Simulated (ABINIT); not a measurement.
Runs of ABINIT 10.8.3 (patched build) on Al2O3 (Corundum). Symmetry: R-3c, No. 167, trigonal system. Conventional cell: a = 4.760 Å, b = 4.760 Å, c = 12.996 Å, α = 90.00°, β = 90.00°, γ = 120.00°. Around Al (site symmetry 3) lie 6 O at 1.85 to 1.97 Å. Around O (site symmetry 2) lie 4 Al at 1.85 to 1.97 Å. 

```csv
task,level,potentials or basis,cell,k mesh,cutoff (eV),fine-grid cutoff,cell freedom (optcell),cutoff smearing ecutsm (Ha),optimiser (ionmov),force stop (Ha/bohr),mesh quality,gap on the mesh (eV),pressure (GPa),relaxed volume (Å³/atom),largest force (eV/Å)
single point,LDA,JTH PAW LDA v2.0,as given,4 × 4 × 4,626,1224.51 eV,-,-,-,-,not flagged,6.14,-6.0,-,0.12
relaxation of cell and atoms,PBEsol,JTH PAW PBE v2.0,relaxed,5 × 5 × 5,626,1224.51 eV,2,0.5,22,5e-05,not flagged,5.96,0.0,8.61,-
relaxation of cell and atoms,LDA,JTH PAW LDA v2.0,relaxed,5 × 5 × 5,626,1224.51 eV,2,0.5,2,5e-05,not flagged,(b),0.0,8.31,-
single point,LDA,JTH PAW LDA v2.0,as given,6 × 6 × 6,626,1224.51 eV,-,-,-,-,not flagged,6.14,-6.0,-,0.12
single point,PBEsol,JTH PAW PBE v2.0,as given,3 × 3 × 3,626,1224.51 eV,-,-,-,-,coarse,6.10,2.8,-,(a)
single point,LDA,JTH PAW LDA v2.0,as given,3 × 3 × 3,626,1224.51 eV,-,-,-,-,coarse,6.14,-6.0,-,0.12
single point,PBE,JTH PAW PBE v2.0,as given,4 × 4 × 4,626,1224.51 eV,-,-,-,-,not flagged,(c),7.3,-,0.07
band structure,r2SCAN,JTH PAW PBE v2.0,as given,4 × 4 × 4,762,1360.57 eV,-,-,-,-,not flagged,7.10,-,-,0.04
```

Alike in all rows: no spin polarisation; smearing fermi-dirac 0.05 eV.

Question: Estimate the missing entries.

Answer: (a) 0.11; (b) 6.43; (c) 6.20.

Caveats: some runs use coarse meshes; an odd mesh through Γ misses points on the zone boundary, where band edges often lie (some runs); the PAW data sets were made with another functional, which shifts forces and pressure a little (some runs).

Not every run made on this cell is shown here.
